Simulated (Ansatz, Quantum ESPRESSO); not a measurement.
**AlN [001], wurtzite: uniaxial strain and lateral response**

The c axis is held at a set length while the cell relaxes sideways. How do the lateral strain and the stress follow? The strained cell has c along the load; unstrained it is a = 3.1130 Å, b = 3.1130 Å, c = 4.9829 Å, α = 90.00°, β = 90.00°, γ = 120.00°, with 4 atoms.

Calculated with Quantum ESPRESSO 7.5, PBEsol, PseudoDojo 0.4.1 norm-conserving potentials, cutoff 1170 eV, Fermi–Dirac smearing 0.02 eV, k-mesh 10×10×6, no spin polarisation, no spin-orbit coupling.

Relaxed positions at 0 %:

```
atom       x       y       z
  Al  0.3333  0.6667  0.0009
  Al  0.6667  0.3333  0.5009
   N  0.6667  0.3333  0.1190
   N  0.3333  0.6667  0.6190
```

| ε_c (%) | a (Å) | c (Å) | ε_a (%) | σ (GPa, tension positive) |
| --- | --- | --- | --- | --- |
| −3 | 3.1346 | 4.8335 | 0.693 | −8.46 |
| −1 | 3.1197 | 4.9331 | 0.213 | −3.04 |
| 0 | 3.1130 | 4.9829 | 0.000 | 0.01 |
| 1 | 3.1069 | 5.0328 | −0.196 | 3.20 |
| 2 | 3.1014 | 5.0826 | −0.376 | 6.51 |
| 3 | 3.0962 | 5.1324 | −0.543 | 9.89 |

**Question.** Fit both responses and give the free strain and the stress at −2 %, a row left out above.

Least squares with y = y0 + y1 ε + y2 ε² (ε in %) gives ε_a = 0.000 + (−0.2057) ε + (0.0083) ε² and σ = 0.01 + (3.069) ε + (0.079) ε² GPa. The linear terms put the ratio of free to applied strain at −0.206 and the Young modulus at 307 GPa.

At −2 % the free strain comes out as 0.445 %. The run itself gives 0.444 %, so the estimate misses by 0.001 %, a rounding's worth.

The stress comes out as −5.81 GPa. The run itself gives −5.87 GPa, so the estimate misses by 0.06 GPa; the fitted rows themselves lie up to 0.06 GPa off the law.

The positive ε² term means that the crystal stiffens in tension.

The same fit over all rows at other levels or in other programs gives the strain ratio = −0.208 with PBEsol (Ansatz) and −0.208 with PBEsol (Quantum ESPRESSO, GBRV).

[Logs are printed without paths, hosts, clocks, repeated set-up lines and the standing remarks that a program may print on its own settings, such as how far it seeks lower states.]
